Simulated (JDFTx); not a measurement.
## Si in JDFTx: convergence with energy threshold

Si:

```
Si
1.0
     0.00000    2.72185    2.72185
     2.72185    0.00000    2.72185
     2.72185    2.72185    0.00000
Si
2
Direct
  0.50540 0.50660 0.48904
  0.74480 0.75140 0.75129
```

The cell isn't the ideal one: atoms moved at random, drawn with an rms of 0.02 Å.

```yaml
Program: JDFTx 1.7.0 (patched build)
Task: convergence study
Functional: RPBE
Potentials_or_basis: SG15-PBE-1.2 with smoothed tails
Cutoff: 1088 eV
Density_cutoff: 8708 eV
k_mesh: 6 × 6 × 6
Occupations: fermi-dirac, width 0.05 eV
Spin: no spin polarisation
```

These are the settings of the first run; the series varies energy threshold, with any setting tied to it.

Hardware: 1 thread of Arm Neoverse V2, on a shared host.

| energy threshold | energy less the tightest run, at zero smearing (meV/atom) | pressure (GPa) | gap on the mesh (eV) | SCF cycles | CPU time (s) | peak memory (GiB) |
| --- | --- | --- | --- | --- | --- | --- |
| 0.001 Ha | 0.38 | 1.42 | 0.454 | 5 | 84 | 0.19 |
| 0.0001 Ha | 0.00 | 2.38 | 0.459 | 7 | 110 | 0.19 |
| 1e-05 Ha | 0.00 | 2.30 | 0.458 | 8 | 120 | 0.19 |
| 1e-06 Ha | 0.00 | 2.30 | 0.458 | 9 | 130 | 0.19 |
| 1e-07 Ha | 0.00 | 2.32 | 0.459 | 10 | 140 | 0.19 |
| 1e-08 Ha | 0.00 | 2.31 | 0.459 | 12 | 160 | 0.19 |
| 1e-10 Ha | 0.00 | 2.31 | 0.459 | 16 | 200 | 0.19 |

Against the tightest run, the energy stays within 1 meV/atom from 0.001 Ha on; the pressure stays within 0.1 GPa from 0.0001 Ha on; the gap on the mesh stays within 0.01 eV from 0.001 Ha on. The tightest run that finished is the yardstick and may itself not be fully converged.

Caveat, for the tightest run too: the potentials were made for another functional, which shifts forces and pressure.
